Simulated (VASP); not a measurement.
Input of a VASP 6.6.1 run:

The input INCAR:

```
PREC     = Accurate       # precision mode
ENCUT    = 520            # plane-wave cutoff, eV
EDIFF    = 1E-6           # SCF threshold, eV
ISMEAR   = 0              # smearing method
SIGMA    = 0.15           # smearing width, eV
LREAL    = False          # projectors in reciprocal space
LASPH    = True           # aspherical terms in the spheres
NELM     = 100            # most SCF steps
ALGO     = Fast           # electronic algorithm
ISIF     = 2              # what is computed and relaxed
LWAVE    = False          # write WAVECAR
LCHARG   = False          # write CHGCAR
GGA      = PS             # functional
NBANDS   = 16             # bands
```

Contents of KPOINTS:

```
Automatic mesh
0
Gamma
  16 16 16
```

POSCAR

```
GaSb
1.0
   -2.7165073684      2.7165073684      1.5482526358
    2.7165073684     -2.7165073684      1.5482526358
    2.7165073684      2.7165073684     -1.5482526358
Ga Sb
1 1
Direct
    0.2500000000      0.7500000000      0.5000000000
    0.0000000000      0.0000000000      0.0000000000
```

Potentials or basis: VASP PAW PBE potentials, release 64 (Ga_d, Sb).

Launch:

```sh
$ cat potpaw_PBE.64/Ga_d/POTCAR potpaw_PBE.64/Sb/POTCAR > POTCAR
$ mpirun -np 1 vasp_std > vasp.out
```

Problem. Estimate the pressure.

Solution. 0.2 GPa.

Problem. What does it give for the band gap on the k mesh?

Solution. None (metal or under the smearing width).

Caveat: the PAW data sets were made with another functional, which shifts forces and pressure a little. The run has no spin-orbit coupling, so splittings on Sb are missing.
